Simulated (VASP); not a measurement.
A run of VASP 6.6.1 is set up as follows.

The input INCAR:

```
PREC = Accurate
ENCUT = 600
EDIFF = 1E-7
ISMEAR = 0
SIGMA = 0.1
LREAL = F
LASPH = T
NELM = 120
ALGO = Normal
ISIF = 3
LWAVE = F
LCHARG = F
ISPIN = 2
MAGMOM = 0 2
LORBIT = 11
LMAXMIX = 4
GGA = PS
IBRION = 2
NSW = 90
EDIFFG = -0.005
```

Contents of KPOINTS:

```
regular mesh
0
Gamma
  14 14 14
```

POSCAR

```
TiCo
1.0
    2.9861109900      0.0000000000      0.0000000000
    0.0000000000      2.9861109900      0.0000000000
    0.0000000000      0.0000000000      2.9861109900
Ti Co
1 1
Direct
    0.0000000000      0.0000000000      0.0000000000
    0.5000000000      0.5000000000      0.5000000000
```

Potentials or basis: VASP PAW PBE potentials, release 64 (Ti_sv, Co).

Run with:

```bash
$ cat potpaw_PBE.64/Ti_sv/POTCAR potpaw_PBE.64/Co/POTCAR > POTCAR
$ mpirun -np 1 vasp_std > vasp.out
```

Q: Predict the band gap on the k mesh.

A: None (metal or under the smearing width).

Q: Estimate the site moments.

A: Ti -0.01; Co +0.60 μB.

Final structure:
```
Ti Co
1.0
     2.93510    0.00000    0.00000
     0.00000    2.93510    0.00000
     0.00000    0.00000    2.93510
Ti Co
1 1
Direct
  0.00000 0.00000 0.00000
  0.50000 0.50000 0.50000
```
